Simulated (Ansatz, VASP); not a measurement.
# Ca in VASP and in Ansatz

File INCAR:

```
PREC = Accurate
ENCUT = 520
EDIFF = 1E-7
ISMEAR = -1
SIGMA = 0.05
LREAL = F
LASPH = T
NELM = 100
ALGO = Normal
ISIF = 2
LWAVE = F
LCHARG = F
GGA = PE
NBANDS = 17
```

KPOINTS

```
regular mesh
0
Gamma
  8 8 4
```

The input POSCAR:

```
Ca
1.0
    3.9800000000      0.0000000000      0.0000000000
   -1.9900000000      3.4467811071      0.0000000000
    0.0000000000      0.0000000000      6.5200000000
Ca
2
Direct
    0.6720980000      0.3383160000      0.7552640000
    0.3334150000      0.6718980000      0.2481570000
```

Contents of input.yaml:

```yaml
crystal:
  lattice:
    - [3.98, 0.0, 0.0]
    - [-1.99, 3.4467811071, 0.0]
    - [0.0, 0.0, 6.52]
  atoms:
    - { symbol: Ca, position: [0.672098, 0.338316, 0.755264] }
    - { symbol: Ca, position: [0.333415, 0.671898, 0.248157] }
hamiltonian:
  xc: pbe
  pseudopotentials: { kind: paw }
kpoints:
  mp_grid: { grid: [8, 8, 4] }
scf:
  occupations: { method: fermi_dirac, width: 0.05 }
output:
  forces: true
  stress: true
  eigenvalues: true
```

Change from the starting cell: atoms moved at random, drawn with an rms of 0.05 Å.

Alike in both runs: task single point; functional PBE; k mesh 8 × 8 × 4; occupations fermi-dirac, width 0.05 eV; no spin polarisation.

```csv
,VASP,Ansatz
version,VASP 6.6.1,Ansatz 0.2.0
potentials or method,"VASP PAW PBE potentials, release 64 (Ca_sv)",Ansatz PAW
plane-wave cutoff (eV),520,420
valence electrons in the cell,20,20
```

```tsv
	VASP	Ansatz	Ansatz less VASP
gap on the k mesh at the Fermi level (eV)	none	none	-
pressure (GPa)	-0.8	-0.8	-0.01
largest component of the traceless stress (GPa)	0.18	0.18	-0.002
rms of the force components (eV/Å)	0.037	0.037	-0.0003
```

Atom by atom the forces differ by 0.000 eV/Å (rms over components). A gap of «none» marks a metal or a gap that the smearing closes. The functional is the same, so the differences come from potentials, cutoffs and numerics.
